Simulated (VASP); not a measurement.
A run of VASP 6.6.1:

File INCAR:

```
  PREC = Accurate
  ENCUT = 600
  EDIFF = 1E-6
  ISMEAR = 1
  SIGMA = 0.1
  LREAL = F
  LASPH = T
  NELM = 80
  ALGO = Normal
  ISIF = 3
  LWAVE = F
  LCHARG = F
  METAGGA = R2SCAN
  LMIXTAU = T
  IBRION = 2
  NSW = 90
  EDIFFG = -0.01
  PSTRESS = 106.0
```

Contents of KPOINTS:

```
regular mesh
0
Gamma
  16 16 16
```

File POSCAR:

```
Ta
1.0
   -1.6512800000      1.6512800000      1.6512800000
    1.6512800000     -1.6512800000      1.6512800000
    1.6512800000      1.6512800000     -1.6512800000
Ta
1
Direct
    0.0000000000      0.0000000000      0.0000000000
```

Potentials or basis: VASP PAW PBE potentials, release 64 (Ta_pv).

The run is started by

```bash
$ cat potpaw_PBE.64/Ta_pv/POTCAR > POTCAR
$ mpirun -np 1 vasp_std > vasp.out
```

Hardware: 1 thread of Intel(R) Xeon(R) Platinum 8488C (Sapphire Rapids) (shared host).

Estimate the wall time of this run.

Wall time 2.7 min on 1 thread of Intel(R) Xeon(R) Platinum 8488C (Sapphire Rapids), with other jobs on the host, peak memory 0.18 GiB. Counts: scf iterations 45, k points 145, ion steps 4.
